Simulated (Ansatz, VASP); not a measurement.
**Two plane-wave programs on Sc**

```
Sc
1.0
     3.18650    0.00000    0.00000
    -1.59325    2.75959    0.00000
     0.00000    0.00000    4.89133
Sc
2
Direct
  0.33333 0.66667 0.25000
  0.66667 0.33333 0.75000
```

Alike in both runs: functional r2SCAN; k mesh 10 × 10 × 6; no spin polarisation.

Ansatz relaxed the structure, and its values are those at the end. VASP's run is a single point on that final structure, the one shown.

```csv
,VASP,Ansatz
version,VASP 6.6.1,Ansatz 0.2.0
potentials or method,"VASP PAW PBE potentials, release 64 (Sc_sv)","plane waves, PAW"
plane-wave cutoff (eV),520,650
occupations,"methfessel-paxton of order 1, width 0.15 eV","cold, width 0.15 eV"
valence electrons in the cell,22,22
```

```tsv
	VASP	Ansatz	Ansatz less VASP
pressure (GPa)	10.3	10.0	-0.28
```

Caveats: the PAW data sets were made with another functional, which shifts forces and pressure a little (VASP).
